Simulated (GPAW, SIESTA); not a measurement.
A SIESTA input for a self-consistent single point of GeO2 (P4_2/mnm, 6 atoms in the cell) (DFT, LDA PW92, numerical atomic orbitals DZP, PseudoDojo LDA standard norm-conserving potentials (rewritten from UPF to PSML)):

```
# files in the folder: Ge.psml O.psml (PseudoDojo LDA standard)
SystemName  GeO2
SystemLabel geo2

NumberOfAtoms                6
NumberOfSpecies              2
%block ChemicalSpeciesLabel
  1 32 Ge
  2 8 O
%endblock ChemicalSpeciesLabel
LatticeConstant              1.0 Ang
%block LatticeVectors
     4.330349000    0.000000000    0.000000000
     0.000000000    4.330349000    0.000000000
     0.000000000    0.000000000    2.823007000
%endblock LatticeVectors
AtomicCoordinatesFormat      ScaledCartesian
%block AtomicCoordinatesAndAtomicSpecies
     2.165174500    2.165174500    1.411503500  1
     0.000000000    0.000000000    0.000000000  1
     3.006258186    3.006258186    0.000000000  2
     1.324090814    1.324090814    0.000000000  2
     3.489265314    0.841083686    1.411503500  2
     0.841083686    3.489265314    1.411503500  2
%endblock AtomicCoordinatesAndAtomicSpecies

XC.functional                LDA
XC.authors                   PW92
PAO.BasisSize                DZP
PAO.EnergyShift              0.01 Ry
MeshCutoff                   400 Ry
%block kgrid.MonkhorstPack
    4   0   0  0.0
    0   4   0  0.0
    0   0   6  0.0
%endblock kgrid.MonkhorstPack
OccupationFunction           FD
ElectronicTemperature        50.0 meV

MaxSCFIterations             150
SCF.Mixer.Method             Pulay
SCF.Mixer.Weight             0.1
SCF.Mixer.History            8
SCF.DM.Tolerance             1.0E-05
Diag.ParallelOverK           true
WriteForces                  true
Charge.Mulliken              end
```

### Question
Give the GPAW input for the same structure, mesh, smearing and functional.

### Answer
One input that does it (others would too):

```python
from ase import Atoms
from ase.units import GPa
from gpaw import GPAW

atoms = Atoms(['Ge', 'Ge', 'O', 'O', 'O', 'O'],
              cell=[[4.330349, 0.000000, 0.000000],
                    [0.000000, 4.330349, 0.000000],
                    [0.000000, 0.000000, 2.823007]],
              scaled_positions=[[0.500000, 0.500000, 0.500000],
                                [0.000000, 0.000000, 0.000000],
                                [0.694230, 0.694230, 0.000000],
                                [0.305770, 0.305770, 0.000000],
                                [0.805770, 0.194230, 0.500000],
                                [0.194230, 0.805770, 0.500000]],
              pbc=True)

calc = GPAW(mode={'name': 'pw', 'ecut': 900},
            xc='LDA',
            kpts={'size': (4, 4, 6), 'gamma': True},
            occupations={'name': 'fermi-dirac', 'width': 0.05},
            nbands=-8,
            convergence={'density': 1e-05, 'bands': -6},
            symmetry={'symmorphic': False, 'tolerance': 0.0005},
            maxiter=120)

atoms.calc = calc

energy = atoms.get_potential_energy()
print('Energy (eV):', round(energy, 6))
forces = atoms.get_forces()
print('Forces (eV/Ang):')
print(forces.round(5))
stress = atoms.get_stress()
print('Stress (GPa, Voigt):', (stress / GPa).round(4))
```

Basis settings and potentials, where a program has them, do not carry over. This input uses DFT LDA (Perdew-Wang 92), plane waves, GPAW PAW datasets LDA (gpaw-data 1.0.1). LDA parametrisations can differ slightly between programs.

The starting cell comes from a database of computed structures (which also holds hypothetical and non-ambient phases and stackings), without a prior relaxation at this level. Its lattice was rescaled by a random factor within 2.5 % of one.
